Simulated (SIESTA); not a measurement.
The system is Cd.

```
CELL_PARAMETERS angstrom
2.97887 0.00000 0.00000
-1.48944 2.57978 0.00000
0.00000 0.00000 5.61765
ATOMIC_POSITIONS crystal
Cd 0.66667 0.33333 0.75000
Cd 0.33333 0.66667 0.25000
```

| Quantity | Value |
| --- | --- |
| Program | SIESTA 5.4.2 |
| Task | single point |
| Functional | PBE |
| Potentials or basis | PseudoDojo 0.4 standard (PBE files) |
| Basis | DZP (energy shift 0.003 Ry; two zetas on semicore shells) |
| Grid cutoff | 800 Ry |
| Energy shift | 0.003 Ry |
| k mesh | 10 × 10 × 5 |
| Occupations | fermi-dirac, width 0.05 eV |
| Spin | no spin polarisation |

On this cell: pressure 2.2 GPa; largest force under 0.003 eV/Å; band gap on the k mesh none (metal or under the smearing width).

The same run follows on a disturbed copy (atoms moved at random, drawn with an rms of 0.05 Å):

```
Cd
1.0
     2.97887    0.00000    0.00000
    -1.48944    2.57978    0.00000
     0.00000    0.00000    5.61765
Cd
2
Direct
  0.65588 0.32948 0.76127
  0.31215 0.68112 0.25800
```

Question: What changes?

Answer: The energy (extrapolated to zero smearing) moves by +0.8 meV/atom; pressure 2.2 GPa; largest force 0.050 eV/Å; band gap on the k mesh none (metal or under the smearing width).

Forces on the atoms (eV/Å):
```
Cd  -0.023  0.020 -0.039
Cd   0.023 -0.019  0.039
```

Stress tensor (GPa, compression positive):
```
 2.97 -0.06  0.00
-0.06  2.87  0.00
 0.00  0.00  0.75
```

Caveats: the basis of atomic orbitals isn't converged, which shifts pressures, moduli and gaps.
